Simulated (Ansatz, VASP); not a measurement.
ZnO in VASP and in Ansatz

Contents of INCAR:

```
PREC = Accurate
ENCUT = 520
EDIFF = 1E-7
ISMEAR = -1
SIGMA = 0.02
LREAL = False
LASPH = True
NELM = 80
ALGO = Normal
ISIF = 2
LWAVE = False
LCHARG = False
GGA = PE
NBANDS = 16
```

File KPOINTS:

```
regular mesh
0
Gamma
  10 10 10
```

File POSCAR:

```
ZnO
1.0
   -0.0354205886      2.0983498077      2.0983498077
    2.0983498077     -0.0354205886      2.0983498077
    2.0983498077      2.0983498077     -0.0354205886
Zn O
1 1
Direct
    0.0000000000      0.0000000000      0.0000000000
    0.5000000000      0.5000000000      0.5000000000
```

Input for Ansatz:

```yaml
crystal:
  lattice:
    - [-0.0354205886, 2.0983498077, 2.0983498077]
    - [2.0983498077, -0.0354205886, 2.0983498077]
    - [2.0983498077, 2.0983498077, -0.0354205886]
  atoms:
    - { symbol: Zn, position: [0.0, 0.0, 0.0] }
    - { symbol: O, position: [0.5, 0.5, 0.5] }
kpoints:
  mp_grid: { grid: [10, 10, 10] }
  band_path:
    path:
      - [0.0, 0.0, 0.0]
      - [0.5, 0.0, 0.5]
      - [0.625, 0.25, 0.625]
      - [0.375, 0.375, 0.75]
      - [0.5, 0.5, 0.5]
      - [0.5, 0.25, 0.75]
    npoints: 1
hamiltonian:
  xc: pbe
scf:
  occupations: { method: fermi_dirac, width: 0.02 }
  n_extra_bands: 4
output:
  forces: true
  stress: true
  eigenvalues: true
```

Change from the starting cell: shear_111 strain -2.5%.

Alike in both runs: task single point; functional PBE; k mesh 10 × 10 × 10; occupations fermi-dirac, width 0.02 eV; no spin polarisation.

|  | VASP | Ansatz |
| --- | --- | --- |
| version | VASP 6.6.1 | Ansatz 0.2.0 |
| potentials or method | VASP PAW PBE potentials, release 64 (Zn, O) | plane waves, PAW |
| plane-wave cutoff (eV) | 520 | 420 |
| valence electrons in the cell | 18 | 18 |

```tsv
	VASP	Ansatz	Ansatz less VASP
gap on the k mesh at the Fermi level (eV)	1.02	1.05	+0.034
pressure (GPa)	14.6	13.3	-1.35
largest component of the traceless stress (GPa)	1.35	1.37	+0.023
```

A k mesh can miss the band edges.
